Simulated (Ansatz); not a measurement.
InCuS2 (chalcopyrite)

```
InCuS2
1.0
   -2.76098     2.76098     5.56516
    2.76098    -2.76098     5.56516
    2.76098     2.76098    -5.56516
Cu In S
2 2 4
Direct
  0.75000   0.25000   0.50000
  0.00000   0.00000   0.00000
  0.25000   0.75000   0.50000
  0.50000   0.50000   0.00000
  0.09666   0.12500   0.47166
  0.65334   0.62500   0.52834
  0.37500   0.90334   0.02834
  0.87500   0.34666   0.97166
```

The volume is varied about the relaxed value V₀ at fixed cell shape. The atoms relax within the cell's symmetry.

The numbers are results of r2SCAN (plane waves to 500 eV, PAW, scalar-relativistic; Ansatz, an electronic-structure program), not measurements. k mesh 9×9×9 (Γ-centred), Fermi-Dirac smearing 0.05 eV. E stands for the smeared free energy. Stress and pressure are positive under compression. With the shape held, the modulus is that of even scaling; a crystal free to change shape is softer. InCuS2 is run without spin polarisation. InCuS2 was relaxed with its symmetry unable to fall. ΔE is measured from the relaxed starting cell.

```json
[
 {"V (Å³/atom)": "19.939", "ΔE (meV/atom)": "withheld"},
 {"V (Å³/atom)": "20.151", "ΔE (meV/atom)": "13.5"},
 {"V (Å³/atom)": "20.363", "ΔE (meV/atom)": "8.4"},
 {"V (Å³/atom)": "20.575", "ΔE (meV/atom)": "4.7"},
 {"V (Å³/atom)": "20.787", "ΔE (meV/atom)": "2.0"},
 {"V (Å³/atom)": "21.000", "ΔE (meV/atom)": "0.5"},
 {"V (Å³/atom)": "21.212", "ΔE (meV/atom)": "0.0"},
 {"V (Å³/atom)": "21.424", "ΔE (meV/atom)": "0.5"},
 {"V (Å³/atom)": "21.636", "ΔE (meV/atom)": "1.9"},
 {"V (Å³/atom)": "21.848", "ΔE (meV/atom)": "4.1"},
 {"V (Å³/atom)": "22.060", "ΔE (meV/atom)": "7.2"},
 {"V (Å³/atom)": "22.272", "ΔE (meV/atom)": "11.1"},
 {"V (Å³/atom)": "22.484", "ΔE (meV/atom)": "15.6"}
]
```

Task: Fit a third-order Birch-Murnaghan form (E₀, V₀, B₀, B₀′ free) to the given rows and predict ΔE at V = 19.939.

Result: Least squares on the 12 given rows: ΔE = E₀ + (9V₀B₀/16)·y²·[2 + (B₀′ − 4)y], y = (V₀/V)^(2/3) − 1, with V₀ = 21.211 Å³/atom, B₀ = 73.59 GPa (160.2 GPa = 1 eV/Å³; the term in eV is multiplied by 1000), B₀′ = 5.02, E₀ = 0.00 meV/atom; root-mean-square residual 0.03 meV/atom. At 19.939 the fit gives 19.8 meV/atom; the calculation gives 19.8 meV/atom, the same to the digits shown. For the pressure the fit gives 5.32 GPa against the computed 5.29 GPa.

(A scan under strain: stresses follow from slopes of the energy per volume, elastic moduli from its curvatures.)
